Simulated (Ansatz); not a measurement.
# armchair graphene nanoribbon (N = 9, H edges): bands by functional and under strain, part 4 of 4

Aim: is the armchair graphene nanoribbon (N = 9, H edges) a metal or a semiconductor?

Ansatz 0.2.0; DFT PBE, plane waves, PAW; relaxation of a wire's period (the session's first sound run).

So far, band gap (eV): step 3 (bands of the perfect wire, PBE) 0.787; step 6 (another level of theory, level r2SCAN, cutoff 500 eV, r2SCAN PBE) 0.847; step 7 (levels at the same atoms, level HSE06, cutoff 420 eV, HSE06 PBE) 1.06; step 8 (another level of theory, level PBE0, cutoff 420 eV, PBE0 PBE) 1.58; step 10 (At a strained period, period over the relaxed period 1.06, k-mesh 1×1×14, PBE) 1.36.

### Step 11. Strain along the wire, period over the relaxed period 0.94, k-mesh 1×1×15

Level of this step: DFT PBE, plane waves, PAW; relaxation at a fixed period (Ansatz).

The period is set to 0.94 times the relaxed one and the atoms relax within it: strain changes bond lengths and angles, which shifts the bands against each other. Against the first PBE run of this kind, the mesh along the wire has 15 points against 19.

The cell differs from the one that the last finished run ended in (c 4.555 → 4.039 Å).

input.yaml reads:

```yaml
crystal:
  lattice:
    - [18.691, 0.0, 0.0]
    - [0.0, 7.0, 0.0]
    - [0.0, 0.0, 4.0391879233]
  atoms:
    - { symbol: C, position: [0.23791053, 0.5, 0.00690582] }
    - { symbol: C, position: [0.367991555, 0.5, 7.7466e-05] }
    - { symbol: C, position: [0.5, 0.5, 0.999270138] }
    - { symbol: C, position: [0.632008445, 0.5, 7.7466e-05] }
    - { symbol: C, position: [0.76208947, 0.5, 0.00690582] }
    - { symbol: C, position: [0.23791053, 0.5, 0.326427514] }
    - { symbol: C, position: [0.367991555, 0.5, 0.333255868] }
    - { symbol: C, position: [0.5, 0.5, 0.334063195] }
    - { symbol: C, position: [0.632008445, 0.5, 0.333255868] }
    - { symbol: C, position: [0.76208947, 0.5, 0.326427514] }
    - { symbol: H, position: [0.186648736, 0.5, 0.446107672] }
    - { symbol: H, position: [0.813351264, 0.5, 0.446107672] }
    - { symbol: C, position: [0.30221811, 0.5, 0.498595388] }
    - { symbol: C, position: [0.434280331, 0.5, 0.500602438] }
    - { symbol: C, position: [0.565719669, 0.5, 0.500602438] }
    - { symbol: C, position: [0.69778189, 0.5, 0.498595388] }
    - { symbol: C, position: [0.30221811, 0.5, 0.834737946] }
    - { symbol: C, position: [0.434280331, 0.5, 0.832730896] }
    - { symbol: C, position: [0.565719669, 0.5, 0.832730896] }
    - { symbol: C, position: [0.69778189, 0.5, 0.834737946] }
    - { symbol: H, position: [0.186648736, 0.5, 0.887225661] }
    - { symbol: H, position: [0.813351264, 0.5, 0.887225661] }
kpoints:
  mp_grid: { grid: [1, 1, 15] }
  band_path: { path: ["Γ", Z], npoints: 50 }
scf:
  occupations: { method: fermi_dirac, width: 0.05 }
hamiltonian:
  xc: pbe
relax:
  max_steps: 40
  f_tol: 0.02
output:
  stress: true
```

Launch:

```console
> ansatz run input.yaml --threads 16 --pin off --max-ram 32768MiB --backend cpu --events-out ev --progress --plain --runs-dir out
```

Numbers of over 12 decimals in the logs are rounded to 6 here.

What it wrote:

```text
[...]
Crystal: 22 atoms, lattice volume = 528.475 Å³
Basis set: ecut = 420 eV, 10345 PW (Γ), exchange–correlation on 250×96×54 points (8 copies of the dense FFT grid, shifted against one another)
Bands: 60, of which v1, the nominal top of the filled ones, is band 38 counted from 1 (37 counted from 0)
Symmetry: 8 space group operations
[...]
- { symbol: H, position: [0.183331, 0.5, 0.462653] }
    - { symbol: H, position: [0.816669, 0.5, 0.462653] }
[...]
- { symbol: C, position: [0.299799, 0.5, 0.837162] }
    - { symbol: C, position: [0.433362, 0.5, 0.835533] }
    - { symbol: C, position: [0.566638, 0.5, 0.835533] }
    - { symbol: C, position: [0.700201, 0.5, 0.837162] }
    - { symbol: H, position: [0.183331, 0.5, 0.870680] }
    - { symbol: H, position: [0.816669, 0.5, 0.870680] }
[key lines of the parts left out:]
SCF converged after 4 iterations
Free energy (F): -4578.318825 eV
Fermi energy:    -0.245937 eV
P = ⅓ Tr σ = 6.1756 GPa (61.756 kbar)
```

It took 18 s on 16 threads of Arm Neoverse N1, shared host; peak memory 2.9 GiB; 4.2 min of CPU time.

Relaxation path:

```
step  energy less that of the first step (eV)  largest force component (eV/Å)
   1                                   0.0000                          2.7787
   2                                  -0.3216                          0.6699
   3                                  -0.3639                          0.1400
   4                                  -0.3653                          0.0367
   5                                  -0.3654                          0.0058
```

The run keeps the 8 symmetry operations that it works with, so distortions that break them were not tested.

The atoms that moved most (Å):

```
atom      dx     dy      dz  length
 H11  -0.062  0.000   0.067   0.091
 H12   0.062  0.000   0.067   0.091
 H21  -0.062  0.000  -0.067   0.091
 H22   0.062  0.000  -0.067   0.091
  C5   0.077  0.000  -0.023   0.081
  C1  -0.077  0.000  -0.023   0.081
 C10   0.077  0.000   0.023   0.081
  C6  -0.077  0.000   0.023   0.081
```

Final coordinates:

```xyz
22
Lattice="18.6910 0.0000 0.0000 0.0000 7.0000 0.0000 0.0000 0.0000 4.0392" Properties=species:S:1:pos:R:3
C     4.3697    3.5000    0.0045
C     6.8474    3.5000   -0.0112
C     9.3455    3.5000    4.0280
C    11.8436    3.5000   -0.0112
C    14.3213    3.5000    0.0045
C     4.3697    3.5000    1.3419
C     6.8474    3.5000    1.3576
C     9.3455    3.5000    1.3576
C    11.8436    3.5000    1.3576
C    14.3213    3.5000    1.3419
H     3.4266    3.5000    1.8687
H    15.2644    3.5000    1.8687
C     5.6035    3.5000    2.0041
C     8.1000    3.5000    2.0107
C    10.5910    3.5000    2.0107
C    13.0875    3.5000    2.0041
C     5.6035    3.5000    3.3815
C     8.1000    3.5000    3.3749
C    10.5910    3.5000    3.3749
C    13.0875    3.5000    3.3815
H     3.4266    3.5000    3.5168
H    15.2644    3.5000    3.5168
```

Numbers from this step:

```yaml
energy_at_zero_smearing: -4578.3151 eV
band_gap: 0.1123 eV
```

The gap is 0.112 eV, against 0.787 eV under PBE at the relaxed period.

### Step 12. A varied input: hamiltonian.xc = "pbe"

This step: DFT PBE, plane waves, PAW; bands of a perfect wire at the PBE geometry; changed: hamiltonian.xc = "pbe" (Ansatz 0.2.0).

The atoms of the band run (LDA) are kept and the input is varied, to see whether the result depends on it.

Edit input.yaml of step 11 so:

```diff
@@ -4,3 +4,3 @@
     - [0.0, 7.0, 0.0]
-    - [0.0, 0.0, 4.0391879233]
+    - [0.0, 0.0, 4.2970084291]
   atoms:
@@ -29,3 +29,3 @@
 kpoints:
-  mp_grid: { grid: [1, 1, 15] }
+  mp_grid: { grid: [1, 1, 14] }
   band_path: { path: ["Γ", Z], npoints: 50 }
@@ -35,6 +35 @@
   xc: pbe
-relax:
-  max_steps: 40
-  f_tol: 0.02
-output:
-  stress: true
```

What it wrote:

```text
[...]
Crystal: 22 atoms, lattice volume = 562.208 Å³
Basis set: ecut = 420 eV, 10995 PW (Γ)
Bands: 60, of which v1, the nominal top of the filled ones, is band 38 counted from 1 (37 counted from 0)
Symmetry: 8 space group operations
[...]
k-points: 8 of 14
[...]
SCF iter   1: F=—  HF=-4580.206524 eV  |F-HF|=—  |Δ(HF+E_count)|=         —  Δρ=2.53e-3  dr2=1.30e-1  ethr=1.77e-3  ⟨swp⟩=9.6  Hψ=2844  notcnv=0  defer=86
[...]
SCF iter   8: F=-4580.178490 eV  HF=-4580.178490 eV  |F-HF|=3.83e-8  |Δ(HF+E_count)|=   8.00e-8  Δρ=2.56e-6  dr2=3.45e-8  ethr=1.32e-10  ⟨swp⟩=25.6  Hψ=3283  notcnv=0
SCF 1 converged in 8 iterations: F = -4580.178490 eV  dr2 = 3.45e-8
[...]
SCF converged after 8 iterations
Free energy (F): -4580.178490 eV
[...]
Internal energy: -4580.178441 eV  (E = F + TS)
E sigma→0 (E₀):  -4580.178466 eV
Entropy (-TS):   -0.000049 eV (-0.002 meV/atom)
Fermi energy:    -0.680895 eV
[...]
--- Band table (eV; the first three rows and the last of 8) ---
  k-point 0: bands = [... 34 lower, -2.8181, -2.1476, -1.7933, -1.0742, -0.2876, 0.4792, 0.6174, 0.9726, ... 18 higher]
  k-point 1: bands = [... 34 lower, -3.0057, -2.3629, -1.8515, -1.4397, 0.0740, 0.5083, 0.8555, 1.2020, ... 18 higher]
  k-point 2: bands = [... 34 lower, -3.3773, -2.8609, -2.0295, -2.0208, 0.5972, 0.6545, 1.4221, 1.7862, ... 18 higher]
  k-point 7: bands = [... 34 lower, -4.6765, -3.7958, -3.5671, -3.0703, 1.1311, 1.8458, 2.0288, 3.4766, ... 18 higher]
```

It took 11 s on 16 threads; peak memory 3 GiB.

Numbers from this step:

```yaml
band_gap: 0.7866 eV
```

It took 11 s against 11 s for the run it varies.

Side by side:

```
     quantity  this run  the run it varies  difference
band gap (eV)   0.78662            0.77781     0.00881
```

### Step 13. A repeat with changed settings

This step: DFT LDA, plane waves, PAW; bands of a perfect wire at the PBE geometry; changed: kpoints.mp_grid.grid = [1, 1, 1], scf.max_iter = 100 (Ansatz 0.2.0).

The input of the band run (LDA) is made doubtful on purpose.

Edit input.yaml of step 12 so:

```diff
@@ -29,3 +29,3 @@
 kpoints:
-  mp_grid: { grid: [1, 1, 14] }
+  mp_grid: { grid: [1, 1, 1] }
   band_path: { path: ["Γ", Z], npoints: 50 }
@@ -33,3 +33,4 @@
   occupations: { method: fermi_dirac, width: 0.05 }
+  max_iter: 100
 hamiltonian:
-  xc: pbe
+  xc: lda
```

What it wrote:

```text
[...]
Crystal: 22 atoms, lattice volume = 562.208 Å³
Basis set: ecut = 420 eV, 10995 PW (Γ)
Bands: 60, of which v1, the nominal top of the filled ones, is band 38 counted from 1 (37 counted from 0)
Symmetry: 8 space group operations
[...]
k-points: 1
[...]
SCF iter   1: F=—  HF=-4427.561864 eV  |F-HF|=—  |Δ(HF+E_count)|=         —  Δρ=8.87e-3  dr2=4.67e-1  ethr=1.77e-3  ⟨swp⟩=12.0  Hψ=379  notcnv=0  defer=8
[...]
SCF iter   9: F=-4427.445784 eV  HF=-4427.445784 eV  |F-HF|=2.31e-8  |Δ(HF+E_count)|=   7.95e-8  Δρ=4.67e-6  dr2=8.44e-8  ethr=1.32e-10  ⟨swp⟩=24.0  Hψ=399  notcnv=0
SCF 1 converged in 9 iterations: F = -4427.445784 eV  dr2 = 8.44e-8
[...]
SCF converged after 9 iterations
Free energy (F): -4427.445784 eV
[...]
Internal energy: -4427.444414 eV  (E = F + TS)
E sigma→0 (E₀):  -4427.445099 eV
Entropy (-TS):   -0.001369 eV (-0.062 meV/atom)
Fermi energy:    -0.965747 eV
[...]
--- Band table (eV) ---
  k-point 0: bands = [... 34 lower, -3.0781, -2.4017, -2.0780, -1.3193, -0.6122, 0.2075, 0.2590, 0.5785, ... 18 higher]
```

It took 7.9 s on 16 threads; peak memory 2.9 GiB; 1.9 min of CPU time.

Residual by cycle:

cycle, log10 residual and a bar from the least value:
```
        1       -0.3 #############################
        2       -0.1 ##############################
        3       -0.4 #############################
        4       -1.2 #########################
        5       -2.5 ####################
        6       -4.2 #############
        7       -5.2 ########
        8       -5.9 #####
        9       -7.1
```

The run finished. A setting was moved off its sound value on purpose, so it serves as a test and not as the result.

The fault put into the input: one k-point for a small cell (kpoints.mp_grid.grid = [1, 1, 1]).

### Step 14. Summary of results

```json
{
  "cell length, PBE": "4.297 Å",
  "conductance, PBE": "4.9e-7 G₀",
  "gap, PBE": "0.787 eV",
  "gap, LDA": "0.778 eV",
  "gap, RPBE": "0.790 eV",
  "gap, r2SCAN": "0.847 eV",
  "gap, HSE06": "1.06 eV",
  "gap, PBE0": "1.58 eV",
  "gap, period scaled by 1.06": "1.36 eV",
  "gap, period scaled by 0.94": "0.112 eV"
}
```

What this shows: Under PBE the cell's length is 4.30 Å, and a gap of 0.79 eV makes it a semiconductor. At the relaxed period the wire is gapped under every functional, from 0.78 eV (LDA) to 1.58 eV (PBE0). Weak screening in one dimension makes quasiparticle gaps larger than the semilocal gaps, as a rule. Strain matters: under PBE the gap goes from 0.79 eV to 0.112 eV at 0.94 times the period and 1.36 eV at 1.06 times the period. Transport is coherent and elastic here: the atoms are frozen, so scattering by vibrations plays no part. Where the gap is under about 0.35 eV, the smearing of 0.05 eV partly fills the band edges in the SCF. A hybrid's gap is read on a coarse mesh, without a band path.

[Logs are printed without paths, hosts, clocks, repeated set-up lines and the standing remarks that a program may print on its own settings, such as how far it seeks lower states.]

[Hosts, paths, dates, database ids (printed as entryN), source tags and the programs' standing remarks are cut or masked in the printed files.]
